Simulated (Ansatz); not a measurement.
## NiO: equation of state with PBE

The system is NiO.

```xyz
2
Lattice="0.0000 2.0622 2.0622 2.0622 0.0000 2.0622 2.0622 2.0622 0.0000" Properties=species:S:1:pos:R:3 pbc="T T T"
Ni    0.0000    0.0000    0.0000
O     3.0933    3.0933    3.0933
```

The cell was built by a generator and needn't be a form met in nature.

| Quantity | Value |
| --- | --- |
| Program | Ansatz 0.2.0 |
| Task | equation of state |
| Functional | PBE |
| Potentials or basis | all-electron LAPW, scalar-relativistic |
| Basis error allowed | 0.0005 eV/atom |
| k mesh | 11 × 11 × 11 |
| Occupations | fermi-dirac, width 0.05 eV |
| Spin | collinear spin, ferromagnetic start |
| Starting moments | [1.0, 0.0] μB |

The equilibrium volume is outside the volumes run.

Energy against volume, from the lowest point:
| volume (Å³/atom) | energy (meV/atom) |
| --- | --- |
| 8.243 | 404.88 |
| 8.419 | 314.85 |
| 8.594 | 235.14 |
| 8.769 | 164.72 |
| 8.945 | 102.59 |
| 9.120 | 47.93 |
| 9.296 | 0.00 |

All runs of the series together: 4.4 min on 2 threads of Arm Neoverse V1, with other jobs on the host.
